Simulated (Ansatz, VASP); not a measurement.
## Ti in VASP and in Ansatz

```
Ti
1.0
     2.96954    0.00000    0.00000
    -1.48477    2.57169    0.00000
     0.00000    0.00000    4.71099
Ti
2
Direct
  0.66667 0.33333 0.75000
  0.33333 0.66667 0.25000
```

Alike in both runs: task single point; functional r2SCAN; k mesh 10 × 10 × 6; occupations fermi-dirac, width 0.05 eV; no spin polarisation.

|  | VASP | Ansatz |
| --- | --- | --- |
| version | VASP 6.6.1 | Ansatz 0.2.0 |
| potentials or method | VASP PAW PBE potentials, release 64 (Ti_sv) | Ansatz PAW |
| plane-wave cutoff (eV) | 520 | 500 |
| valence electrons in the cell | 24 | 24 |

|  | VASP | Ansatz | Ansatz less VASP |
| --- | --- | --- | --- |
| gap on the k mesh at the Fermi level (eV) | none | none | - |
| pressure (GPa) | -3.9 | -4.2 | -0.34 |
| largest component of the traceless stress (GPa) | 0.36 | 0.38 | +0.016 |

A gap of «none» marks a metal or a gap that the smearing closes.

Caveats: the PAW data sets were made with another functional, which shifts forces and pressure a little (VASP); the PAW data sets come from PBE, with cores solved anew for the run's functional, which leaves a small shift of forces and pressure (Ansatz).
